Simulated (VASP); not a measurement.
# Te2Mo in VASP: further runs

Runs on Te2Mo. Level: PBE+D3(BJ). Tasks: relaxation of cell and atoms.

Program: VASP 6.6.1. These are calculated values, not measurements. Logs are shortened: lines on timing, memory, paths and dates and some standing lists are left out, and cuts for length are marked.

### Step 1. The structure

The cell holds a slab with vacuum, 6 atoms: a = 3.498 Å, b = 3.498 Å, c = 28.592 Å, α = 90.00°, β = 90.00°, γ = 120.00°.

### Step 2. Relaxation of cell and atoms, PBE+D3(BJ)

INCAR reads:

```
  PREC = Accurate
  ENCUT = 600
  EDIFF = 1E-7
  ISMEAR = 0
  SIGMA = 0.03
  LREAL = F
  LASPH = T
  NELM = 80
  ALGO = Normal
  ISIF = 3
  LWAVE = F
  LCHARG = F
  GGA = PE
  IVDW = 12
  IBRION = 2
  NSW = 90
  EDIFFG = -0.005
  LATTICE_CONSTRAINTS = .TRUE. .TRUE. .FALSE.
  KPAR = 4
```

KPOINTS reads:

```
regular mesh
0
Gamma
  12 12 1
```

POSCAR reads:

```
Te2Mo                                   
1.0
    3.4982058907      0.0000000000      0.0000000000
   -1.7491029453      3.0295351733      0.0000000000
    0.0000000000      0.0000000000     28.5919888000
  Te              Mo            
     4     2
Direct
     0.3333333300000021    0.6666666699999979    0.3164948314131853
     0.3333333300000021    0.6666666699999979    0.4437063088119876
     0.6666666699999979    0.3333333300000021    0.5562936911880124
     0.6666666699999979    0.3333333300000021    0.6835051685868149
     0.6666666699999979    0.3333333300000021    0.3800584642955097
     0.3333333300000021    0.6666666699999979    0.6199415357044902
```

Potentials or basis: VASP PAW PBE potentials, release 64 (Te, Mo_sv).

Command:

```sh
> cat potpaw_PBE.64/Te/POTCAR potpaw_PBE.64/Mo_sv/POTCAR > POTCAR
> mpirun -np 4 vasp_std > vasp.out
```

OUTCAR:

```text
PREC = Accurate
   ENCUT = 600
   EDIFF = 1E-7
   ISMEAR = 0
   LREAL = F
   LASPH = T
   NELM = 80
   ISIF = 3
   GGA = PE
   IVDW = 12
   IBRION = 2
   NSW = 90
   EDIFFG = -0.005
 IVDW          = 12

 ion  position               nearest neighbor table
   1  0.333  0.667  0.316-   5 2.72   5 2.72   5 2.72   2 3.64
   2  0.333  0.667  0.444-   5 2.72   5 2.72   5 2.72   1 3.64
   3  0.667  0.333  0.556-   6 2.72   6 2.72   6 2.72   4 3.64
   4  0.667  0.333  0.684-   6 2.72   6 2.72   6 2.72   3 3.64
   5  0.667  0.333  0.380-   1 2.72   1 2.72   1 2.72   2 2.72   2 2.72   2 2.72
   6  0.333  0.667  0.620-   4 2.72   4 2.72   4 2.72   3 2.72   3 2.72   3 2.72

  LATTYP: Found a hexagonal cell.
 ALAT       =     3.4982058907
 C/A-ratio  =     8.1733293275

  Lattice vectors:

 A1 = (   3.4982058907,   0.0000000000,   0.0000000000)
 A2 = (  -1.7491029453,   3.0295351733,   0.0000000000)
 A3 = (   0.0000000000,   0.0000000000,  28.5919888000)

Analysis of symmetry for initial positions (statically):
=====================================================================
 Subroutine PRICEL returns:
 Original cell was already a primitive cell.

 Routine SETGRP: Setting up the symmetry group for a
 hexagonal supercell.

 Subroutine GETGRP returns: Found 12 space group operations
 (whereof 12 operations were pure point group operations)
 out of a pool of 24 trial point group operations.

The static configuration has the point symmetry D_3d.

Analysis of symmetry for dynamics (positions and initial velocities):
=====================================================================
 Subroutine PRICEL returns:
 Original cell was already a primitive cell.

 Routine SETGRP: Setting up the symmetry group for a
 hexagonal supercell.

 Subroutine GETGRP returns: Found 12 space group operations
 (whereof 12 operations were pure point group operations)
 out of a pool of 24 trial point group operations.

The dynamic configuration has the point symmetry D_3d.

 Subroutine INISYM returns: Found 12 space group operations
 (whereof 12 operations are pure point group operations),
 and found     1 'primitive' translations

----------------------------------------------------------------------------------------

                                     Primitive cell

  volume of cell :     303.0161

  direct lattice vectors                    reciprocal lattice vectors
     3.498205891  0.000000000  0.000000000     0.285860819  0.165041820  0.000000000
    -1.749102945  3.029535173  0.000000000     0.000000000  0.330083641  0.000000000
     0.000000000  0.000000000 28.591988800     0.000000000  0.000000000  0.034974832

  length of vectors
     3.498205891  3.498205894 28.591988800     0.330083641  0.330083641  0.034974832

  position of ions in fractional coordinates (direct lattice)
     0.333333330  0.666666670  0.316494831
     0.333333330  0.666666670  0.443706309
     0.666666670  0.333333330  0.556293691
     0.666666670  0.333333330  0.683505169
     0.666666670  0.333333330  0.380058464
     0.333333330  0.666666670  0.619941536

  ion indices of the primitive-cell ions
   primitive index   ion index
                 1           1
                 2           2
                 3           3
                 4           4
                 5           5
                 6           6

----------------------------------------------------------------------------------------

 KPOINTS: regular mesh

Automatic generation of k-mesh.
 Grid dimensions read from file:
 generate k-points for:   12   12    1

 Generating k-lattice:

[... 68 lines left out ...]
   EMIN   =  10.00;   EMAX   =-10.00  energy-range for DOS
   EFERMI =   0.00;   METHOD = LEGACY
   ISMEAR =     0;   SIGMA  =   0.03  broadening in eV -4-tet -1-fermi 0-gaus
   EFERMI_NEDOS =   21; number of points for ismear=-14 and -15
   IALGO  =     38    algorithm
   IMIX   =      4    mixing-type and parameters
     AMIX     =   0.40;   BMIX     =  1.00
     AMIX_MAG =   1.60;   BMIX_MAG =  1.00
  volume/ion in A,a.u.               =      50.50       340.81
  Fermi-wavevector in a.u.,A,eV,Ry     =   0.909747  1.719173 11.260724  0.827640
  Thomas-Fermi vector in A             =   2.033828
   LORBIT       =      0    0 simple, 1 ext, 2 COOP (PROOUT), +10 PAW based schemes
   GGA     = PE    functional components
   LHFCALC =     F    Hartree Fock is set to
   AEXX    =    0.0000 exact exchange contribution
   IVDW    =    12    specifies the selected vdW correction
   LEPSILON=     F    determine dielectric tensor
   LRPA    =     F    only Hartree local field effects (RPA)
 conjugate gradient relaxation of ions
 non-spin polarized calculation
 Gauss-broadening in eV      SIGMA  =   0.03
  energy-cutoff  :      600.00
  volume of cell :      303.02
 maximum number of plane-waves:     10154
 NGX is ok and might be reduce to    28
   NGX = 13   NGY = 13   NGZ =115

--------------------------------------- Ionic step        1  -------------------------------------------

 number of electron      51.9999998 magnetization

 Free energy of the ion-electron system (eV)
  ---------------------------------------------------
  ext. energy  EPLUGINS =         0.00000000
  ---------------------------------------------------
  free energy    TOTEN  =       -35.96393112 eV

  energy without entropy =      -35.96393112  energy(sigma->0) =      -35.96393112

------------------------ aborting loop because EDIFF is reached ----------------------------------------

 Edisp (eV)   -2.85100

 E8    (eV) :    -1.3497

  FORCE on cell =-STRESS in cart. coord.  units (eV):
  Direction    XX          YY          ZZ          XY          YZ          ZX
  --------------------------------------------------------------------------------------
  -------------------------------------------------------------------------------------
  Total       0.03040     0.03040    -0.03331     0.00000     0.00000     0.00000
  in kB       0.16072     0.16072    -0.17612     0.00000     0.00000     0.00000
  external pressure =        0.05 kB  Pullay stress =        0.00 kB

 VOLUME and BASIS-vectors are now :
 -----------------------------------------------------------------------------
  energy-cutoff  :      600.00
  volume of cell :      303.02
      direct lattice vectors                 reciprocal lattice vectors
     3.498205891  0.000000000  0.000000000     0.285860819  0.165041820  0.000000000
    -1.749102945  3.029535173  0.000000000     0.000000000  0.330083641  0.000000000
     0.000000000  0.000000000 28.591988800     0.000000000  0.000000000  0.034974832

 POSITION                                       TOTAL-FORCE (eV/Angst)
 -----------------------------------------------------------------------------------
     -0.00000      2.01969      9.04922         0.000000     -0.000000     -0.006991
     -0.00000      2.01969     12.68645        -0.000000     -0.000000      0.005598
      1.74910      1.00985     15.90554        -0.000000      0.000000     -0.005598
      1.74910      1.00985     19.54277        -0.000000      0.000000      0.006991
      1.74910      1.00985     10.86663        -0.000000      0.000000      0.005143
     -0.00000      2.01969     17.72536         0.000000     -0.000000     -0.005143
 -----------------------------------------------------------------------------------
    total drift:                               -0.000000      0.000000      0.000000

  FREE ENERGIE OF THE ION-ELECTRON SYSTEM (eV)
  ---------------------------------------------------
  free  energy   TOTEN  =       -38.8149333588 eV

  energy  without entropy=      -38.8149333588  energy(sigma->0) =      -38.81493336

--------------------------------------- Ionic step        2  -------------------------------------------

 number of electron      51.9999998 magnetization

 Free energy of the ion-electron system (eV)
  ---------------------------------------------------
  ext. energy  EPLUGINS =         0.00000000
  ---------------------------------------------------
  free energy    TOTEN  =       -35.96540415 eV

  energy without entropy =      -35.96540415  energy(sigma->0) =      -35.96540415

 E-fermi :   1.8426     XC(G=0):  -5.5172

 val. band max:        1.6678479645   @ k =   0.0000   0.0000   0.0000
 cond. band min:       2.5492646297   @ k =   0.2500   0.1667   0.0000
 fundamental gap:      0.8814166652
 Fermi energy:         1.8425940018

 k-point     1 :       0.0000    0.0000    0.0000
  band No.  band energies     occupation
      1     -59.1396      2.00000
      2     -59.1396      2.00000
      3     -33.3174      2.00000
      4     -33.3174      2.00000
      5     -33.1733      2.00000
      6     -33.1733      2.00000
[... 635 lines left out ...]
     30       3.5758      0.00000
     31       4.0690      0.00000

------------------------ aborting loop because EDIFF is reached ----------------------------------------

 Edisp (eV)   -2.84953

 E8    (eV) :    -1.3490

  FORCE on cell =-STRESS in cart. coord.  units (eV):
  Direction    XX          YY          ZZ          XY          YZ          ZX
  --------------------------------------------------------------------------------------
  -------------------------------------------------------------------------------------
  Total      -0.02768    -0.02768    -0.09549    -0.00000    -0.00000     0.00000
  in kB      -0.14628    -0.14628    -0.50462    -0.00000    -0.00000     0.00000
  external pressure =       -0.27 kB  Pullay stress =        0.00 kB

 VOLUME and BASIS-vectors are now :
 -----------------------------------------------------------------------------
  energy-cutoff  :      600.00
  volume of cell :      303.16
      direct lattice vectors                 reciprocal lattice vectors
     3.499060886  0.000000000  0.000000000     0.285790969  0.165001492  0.000000000
    -1.749530443  3.030275621  0.000000000    -0.000000000  0.330002985  0.000000000
     0.000000000  0.000000000 28.591988800     0.000000000  0.000000000  0.034974832

 POSITION                                       TOTAL-FORCE (eV/Angst)
 -----------------------------------------------------------------------------------
     -0.00000      2.02018      9.04888        -0.000000      0.000000      0.004766
     -0.00000      2.02018     12.68672        -0.000000      0.000000     -0.000169
      1.74953      1.01009     15.90527         0.000000     -0.000000      0.000169
      1.74953      1.01009     19.54311         0.000000     -0.000000     -0.004766
      1.74953      1.01009     10.86688        -0.000000      0.000000     -0.001104
     -0.00000      2.02018     17.72511         0.000000     -0.000000      0.001104
 -----------------------------------------------------------------------------------
    total drift:                                0.000000      0.000000      0.000000

  FREE ENERGIE OF THE ION-ELECTRON SYSTEM (eV)
  ---------------------------------------------------
  free  energy   TOTEN  =       -38.8149344504 eV

  energy  without entropy=      -38.8149344504  energy(sigma->0) =      -38.81493445

 reached required accuracy - stopping structural energy minimisation
```

Wall time 2.3 min (4 MPI ranks of Intel Xeon Platinum 8488C (Sapphire Rapids), shared host); peak memory 0.58 GiB.

Results:

```yaml
Free_energy: -38.8149 eV
Relaxed_volume: 50.53 Å³/atom
Relaxed_cell: a = 3.499 Å, b = 3.499 Å, c = 28.592 Å, α = 90.00°, β = 90.00°, γ = 120.00°
Space_group_after_relaxing_to_0.05_Å: P-3m1 (No. 164)
Energy_gained_by_relaxing: 0.0 meV/atom
Ionic_steps: 2
Largest_force_after_relaxing: 0.005 eV/Å
Band_gap_on_the_k_mesh: 0.88 eV, indirect (least direct gap 1.15 eV)
Dispersion_energy_per_atom: -0.475 eV
```

Forces on the atoms (eV/Å):
```
Te   0.000  0.000  0.005
Te   0.000  0.000  0.000
Te   0.000  0.000  0.000
Te   0.000  0.000 -0.005
Mo   0.000  0.000 -0.001
Mo   0.000  0.000  0.001
```

Final structure:
```
Te Mo
1.0
     3.49906    0.00000    0.00000
    -1.74953    3.03028    0.00000
     0.00000    0.00000   28.59199
Te Mo
4 2
Direct
  0.33333 0.66667 0.31648
  0.33333 0.66667 0.44372
  0.66667 0.33333 0.55628
  0.66667 0.33333 0.68352
  0.66667 0.33333 0.38007
  0.33333 0.66667 0.61993
```

Caveat: spin-orbit coupling is left out, which moves the levels of the heavy elements. PBE gaps usually lie below the measured ones, often by a third to a half.

[end of part 1 of 2]
